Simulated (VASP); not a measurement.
**Sb8H: single point with PBE+D3(BJ)**

The system is Sb8H, a slab with vacuum.

```xyz
9
Lattice="4.3084 0.0000 0.0000 -2.1542 3.7312 0.0000 0.0000 0.0000 28.7832" Properties=species:S:1:pos:R:3 pbc="T T T"
Sb    2.1542    1.2437    8.0000
Sb    0.0000    0.0000    9.5092
Sb    0.0440    2.5176   11.9499
Sb    2.1391    1.2400   13.5301
Sb    0.1476    0.0961   15.8095
Sb    0.0089    2.5039   17.4510
Sb    2.4094    1.4047   19.5462
Sb   -0.0830   -0.0341   21.2979
H     2.8159   -0.8466   22.0106
```

The cell was built by a generator and needn't be a form met in nature.

```yaml
Program: VASP 6.6.1
Task: single point
Functional: PBE
Dispersion: D3(BJ)
Potentials_or_basis: VASP PAW PBE potentials, release 64 (Sb, H)
Cutoff: 520 eV
k_mesh: 10 × 10 × 1
Occupations: gaussian, width 0.05 eV
Spin: no spin polarisation
```

The largest force is 0.523 eV/Å. The band gap on the k mesh is none (metal or under the smearing width), the dispersion energy per atom is -0.352 eV and the work function of the upper face is 4.34 eV. The work function of the lower face is 4.29 eV.

Forces in eV/Å, atoms in the order of the input:
```
Sb   0.086  0.052 -0.287
Sb  -0.090 -0.051  0.513
Sb  -0.005 -0.002 -0.024
Sb   0.007  0.004  0.047
Sb  -0.014 -0.007 -0.032
Sb   0.023  0.010  0.005
Sb  -0.027 -0.015 -0.106
Sb   0.089  0.050 -0.122
H   -0.069 -0.041  0.006
```

Levels at points of the mesh, in eV from the Fermi level:
| k point | band 17 | band 18 | band 19 | band 20 | band 21 | band 22 | band 23 | band 24 | band 25 | band 26 |
| --- | --- | --- | --- | --- | --- | --- | --- | --- | --- | --- |
| (0.00, 0.00, 0.00) | -0.94 | -0.86 | -0.40 | -0.12 | -0.07 | 0.48 | 1.03 | 1.09 | 1.57 | 1.59 |
| (0.50, 0.00, 0.00) | -2.31 | -1.72 | -1.59 | -0.78 | -0.64 | 0.23 | 1.10 | 1.33 | 1.51 | 1.87 |
| (0.00, 0.50, 0.00) | -2.29 | -2.06 | -1.61 | -1.11 | -0.22 | 0.72 | 0.84 | 1.42 | 1.80 | 2.04 |
| (0.50, 0.50, 0.00) | -2.28 | -2.06 | -1.61 | -1.12 | -0.21 | 0.73 | 0.84 | 1.42 | 1.80 | 2.04 |

It took 27 min on 1 thread of Intel(R) Xeon(R) Platinum 8488C (Sapphire Rapids) (shared host), peak memory 0.85 GiB.

The run has no spin-orbit coupling, so splittings on Sb are missing.
